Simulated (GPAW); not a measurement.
Runs of GPAW 26.7.0 on MgO. The structure is cubic, space group Fm-3m (No. 225). The conventional cell has a = 4.194 Å, b = 4.194 Å, c = 4.194 Å, α = 90.00°, β = 90.00°, γ = 90.00°. Mg (site symmetry m-3m) has 6 O at 2.10 Å as nearest neighbours. O (site symmetry m-3m) has 6 Mg at 2.10 Å as nearest neighbours. The cell is a database's computed one.

| level | potentials or basis | eigensolver | older calculator (legacy_gpaw) | gap on the mesh (eV) | pressure (GPa) |
| --- | --- | --- | --- | --- | --- |
| r2SCAN | GPAW PAW data sets (gpaw-data 1.2.1), pw | - | - | (d) | 2.0 |
| BLYP | PAW data sets generated in the run's folder for this functional, pw | davidson | - | (c) | (b) |
| TPSS | GPAW PAW data sets (gpaw-data 1.2.1), pw | davidson | - | 4.99 | 5.6 |
| LDA | the program's PAW data sets (release 1.2.1) made for this functional, pw | - | - | 4.80 | -3.7 |
| optB88-vdW | GPAW PAW data sets (gpaw-data 1.2.1), pw | - | yes | 5.15 | - |
| vdW-DF2 | GPAW PAW data sets (gpaw-data 1.2.1), pw | - | - | 5.29 | - |
| RPBE | the program's PAW data sets (release 1.2.1) made for this functional, pw | - | - | 5.00 | 12.1 |
| AM05 | PAW data sets generated in the run's folder for this functional, pw | - | - | 4.86 | (a) |

Alike in all rows: task single point; no spin polarisation; cell as given; k mesh 11 × 11 × 11; cutoff (eV) 800; smearing fermi-dirac 0.05 eV.

Task: Fill in the values left out.

Result: (a) 3.7; (b) 8.6; (c) 5.17; (d) 5.80.

Caveats: the PAW data sets were made with another functional, which shifts forces and pressure a little (some runs); an odd mesh through Γ misses points on the zone boundary, where band edges often lie (some runs).

Runs at the PBE level aren't shown here.
